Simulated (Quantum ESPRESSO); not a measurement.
Write the native input for Quantum ESPRESSO 7.5 that does the following.

| Property | Result |
| --- | --- |
| Task | band structure |
| Functional | RPBE |
| Potentials or basis | SG15 PBE 1.2 |
| Cutoff | 952 eV |
| Density cutoff | 3810 eV |
| k mesh | 8 × 8 × 8 |
| Occupations | fermi-dirac, width 0.05 eV |
| Spin | no spin polarisation |
| Mixing beta | 0.5 |
| Most SCF iterations | 120 |
| SCF threshold | 4e-10 Ry |

PbSe (Clausthalite):

```
Pb Se
1.0
     0.00000    3.06065    3.06065
     3.06065    0.00000    3.06065
     3.06065    3.06065    0.00000
Pb Se
1 1
Direct
  0.00000 0.00000 0.00000
  0.50000 0.50000 0.50000
```

These files were run (other wordings do the same):

pw.in

```
&CONTROL
  calculation = 'scf'
  prefix = 'pwscf'
  outdir = './tmp'
  pseudo_dir = './pseudo'
  tprnfor = .true.
  tstress = .true.
  disk_io = 'low'
/
&SYSTEM
  ibrav = 0
  A = 4.32841274
  nat = 2
  ntyp = 2
  ecutwfc = 70
  nbnd = 16
  input_dft = 'rpbe'
  occupations = 'smearing'
  smearing = 'fd'
  degauss = 0.00367493
/
&ELECTRONS
  conv_thr = 4d-10
  electron_maxstep = 120
  mixing_beta = 0.5
/
ATOMIC_SPECIES
Pb   207.2000 Pb_ONCV_PBE-1.2.upf
Se    78.9710 Se_ONCV_PBE-1.2.upf
CELL_PARAMETERS alat
   0.0000000000    0.7071067811    0.7071067811
   0.7071067811    0.0000000000    0.7071067811
   0.7071067811    0.7071067811    0.0000000000
ATOMIC_POSITIONS alat
Pb     0.0000000000    0.0000000000    0.0000000000
Se     0.7071067811    0.7071067811    0.7071067811
K_POINTS automatic
8 8 8 0 0 0
```

bands.in

```
&CONTROL
  calculation = 'bands'
  prefix = 'pwscf'
  outdir = './tmp'
  pseudo_dir = './pseudo'
  disk_io = 'low'
  verbosity = 'high'
/
&SYSTEM
  ibrav = 0
  A = 4.32841274
  nat = 2
  ntyp = 2
  ecutwfc = 70
  nbnd = 16
  input_dft = 'rpbe'
  occupations = 'smearing'
  smearing = 'fd'
  degauss = 0.00367493
/
&ELECTRONS
  conv_thr = 1d-08
  electron_maxstep = 120
  mixing_beta = 0.5
  diago_full_acc = .true.
  startingwfc = 'random'
/
ATOMIC_SPECIES
Pb   207.2000 Pb_ONCV_PBE-1.2.upf
Se    78.9710 Se_ONCV_PBE-1.2.upf
CELL_PARAMETERS alat
   0.0000000000    0.7071067811    0.7071067811
   0.7071067811    0.0000000000    0.7071067811
   0.7071067811    0.7071067811    0.0000000000
ATOMIC_POSITIONS alat
Pb     0.0000000000    0.0000000000    0.0000000000
Se     0.7071067811    0.7071067811    0.7071067811
K_POINTS crystal
60
 0.0000000000  0.0000000000  0.0000000000 1
 0.0625000000  0.0000000000  0.0625000000 1
 0.1250000000  0.0000000000  0.1250000000 1
 0.1875000000  0.0000000000  0.1875000000 1
 0.2500000000  0.0000000000  0.2500000000 1
 0.3125000000  0.0000000000  0.3125000000 1
 0.3750000000  0.0000000000  0.3750000000 1
 0.4375000000  0.0000000000  0.4375000000 1
 0.5000000000  0.0000000000  0.5000000000 1
 0.5000000000  0.0625000000  0.5625000000 1
 0.5000000000  0.1250000000  0.6250000000 1
 0.5000000000  0.1875000000  0.6875000000 1
 0.5000000000  0.2500000000  0.7500000000 1
 0.4375000000  0.3125000000  0.7500000000 1
 0.3750000000  0.3750000000  0.7500000000 1
 0.3375000000  0.3375000000  0.6750000000 1
 0.3000000000  0.3000000000  0.6000000000 1
 0.2625000000  0.2625000000  0.5250000000 1
 0.2250000000  0.2250000000  0.4500000000 1
 0.1875000000  0.1875000000  0.3750000000 1
 0.1500000000  0.1500000000  0.3000000000 1
 0.1125000000  0.1125000000  0.2250000000 1
 0.0750000000  0.0750000000  0.1500000000 1
 0.0375000000  0.0375000000  0.0750000000 1
 0.0000000000  0.0000000000  0.0000000000 1
 0.0625000000  0.0625000000  0.0625000000 1
 0.1250000000  0.1250000000  0.1250000000 1
 0.1875000000  0.1875000000  0.1875000000 1
 0.2500000000  0.2500000000  0.2500000000 1
 0.3125000000  0.3125000000  0.3125000000 1
 0.3750000000  0.3750000000  0.3750000000 1
 0.4375000000  0.4375000000  0.4375000000 1
 0.5000000000  0.5000000000  0.5000000000 1
 0.5250000000  0.4500000000  0.5250000000 1
 0.5500000000  0.4000000000  0.5500000000 1
 0.5750000000  0.3500000000  0.5750000000 1
 0.6000000000  0.3000000000  0.6000000000 1
 0.6250000000  0.2500000000  0.6250000000 1
 0.5833333333  0.2500000000  0.6666666667 1
 0.5416666667  0.2500000000  0.7083333333 1
 0.5000000000  0.2500000000  0.7500000000 1
 0.5000000000  0.2857142857  0.7142857143 1
 0.5000000000  0.3214285714  0.6785714286 1
 0.5000000000  0.3571428571  0.6428571429 1
 0.5000000000  0.3928571429  0.6071428571 1
 0.5000000000  0.4285714286  0.5714285714 1
 0.5000000000  0.4642857143  0.5357142857 1
 0.5000000000  0.5000000000  0.5000000000 1
 0.4821428571  0.4821428571  0.5357142857 1
 0.4642857143  0.4642857143  0.5714285714 1
 0.4464285714  0.4464285714  0.6071428571 1
 0.4285714286  0.4285714286  0.6428571429 1
 0.4107142857  0.4107142857  0.6785714286 1
 0.3928571429  0.3928571429  0.7142857143 1
 0.3750000000  0.3750000000  0.7500000000 1
 0.6250000000  0.2500000000  0.6250000000 1
 0.5937500000  0.1875000000  0.5937500000 1
 0.5625000000  0.1250000000  0.5625000000 1
 0.5312500000  0.0625000000  0.5312500000 1
 0.5000000000  0.0000000000  0.5000000000 1
```

Potentials or basis: SG15 PBE 1.2.

Run with:

```sh
$ OMP_NUM_THREADS=1 pw.x -in pw.in > pw.out
$ OMP_NUM_THREADS=1 pw.x -in bands.in > bands.out
```

It gave:

```yaml
Pressure: 4.2 GPa
Band_gap_on_the_k_mesh: 0.40 eV, direct
Band_gap_along_the_path: 0.40 eV, direct
```

Caveat: the potentials were made for another functional, which shifts forces and pressure; spin-orbit coupling is left out, which as a rule narrows the gap of such compounds by several tenths of an eV.

It took 78 s on 1 thread of Arm Neoverse V2 (shared host), peak memory 0.1 GiB.
